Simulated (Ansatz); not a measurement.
A run of Ansatz 0.2.0 is set up as follows.

input.yaml

```yaml
crystal:
  lattice:
    - [-1.9814305318, 1.9814305318, 1.9814305318]
    - [1.9814305318, -1.9814305318, 1.9814305318]
    - [1.9814305318, 1.9814305318, -1.9814305318]
  atoms:
    - { symbol: Bi, position: [0.0, 0.0, 0.0] }
hamiltonian:
  xc: { exchange: pbe, correlation: pbe, exx: { coeff: 0.25, omega: 0.3 } }
  pseudopotentials: { kind: paw }
kpoints:
  mp_grid: { grid: [5, 5, 5] }
scf:
  occupations: { method: fermi_dirac, width: 0.05 }
output:
  forces: true
  stress: true
relax:
  f_tol: 0.01
  max_steps: 40
  cell: { stress_tol: 0.05 }
```

Potentials or basis: Ansatz PAW.

The run is started by

```bash
$ ansatz run input.yaml --threads 2 --pin off --max-ram 5632MiB --backend cpu --events-out ev --progress --plain --runs-dir out
```

What does it give for the space group after relaxing (to 0.05 Å)?

Im-3m (No. 229).

Estimate the relaxed volume.

30.27 Å³/atom.

Final structure:
```yaml
crystal:
  lattice:
    - [-1.96323, 1.96323, 1.96323]
    - [1.96323, -1.96323, 1.96323]
    - [1.96323, 1.96323, -1.96323]
  atoms:
    - { symbol: Bi, position: [0.00000, 0.00000, 0.00000] }
```

Caveat: the k mesh is coarse (spacing up to 0.45 Å⁻¹), so the values aren't converged, least of all with exact exchange; the PAW data sets come from PBE, with cores solved anew for the run's functional, which leaves a small shift of forces and pressure.
